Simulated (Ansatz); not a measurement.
Is this NaF structure stable?

The cell was found from a structure generator's guess, not taken from experiment.

Computed with DFT PBE, scalar-relativistic, plane waves, PAW (Ansatz 0.2.0). The final run on the 12-atom cell used 420 eV, a Γ-centred 4×4×4 mesh, 0.02 eV smearing and no spin polarisation.

```yaml
crystal:
  lattice:
    - [6.30944, 0.00000, 0.00000]
    - [0.00000, 6.30944, 0.00000]
    - [0.00000, 0.00000, 6.30944]
  atoms:
    - { symbol: Na, position: [0.75000, 0.50000, 0.00000] }
    - { symbol: Na, position: [0.50000, 0.00000, 0.75000] }
    - { symbol: Na, position: [0.00000, 0.75000, 0.50000] }
    - { symbol: Na, position: [0.00000, 0.25000, 0.50000] }
    - { symbol: Na, position: [0.25000, 0.50000, 0.00000] }
    - { symbol: Na, position: [0.50000, 0.00000, 0.25000] }
    - { symbol: F, position: [0.50000, 0.75000, 0.00000] }
    - { symbol: F, position: [0.75000, 0.00000, 0.50000] }
    - { symbol: F, position: [0.00000, 0.50000, 0.75000] }
    - { symbol: F, position: [0.25000, 0.00000, 0.50000] }
    - { symbol: F, position: [0.00000, 0.50000, 0.25000] }
    - { symbol: F, position: [0.50000, 0.25000, 0.00000] }
```

Formation energies are uncorrected and refer to the elements' standard structures at the same level (F₂ as a molecule).

Problem. These tests were run: energy against the elements; phonons at Γ; elastic tensor. What do they show?

Solution.

```
                       test                       result
energy against the elements               −2.617 eV/atom
               phonons at Γ  lowest optical mode 90 cm⁻¹
             elastic tensor       least eigenvalue 4 GPa
```

It fails none of these tests. Other phases of the system weren't compared here, so this isn't yet thermodynamic stability. Phonons away from Γ weren't computed.

The run for the phonons used a 4×4×4 k mesh. The run for the elastic tensor used a 4×4×4 k mesh.
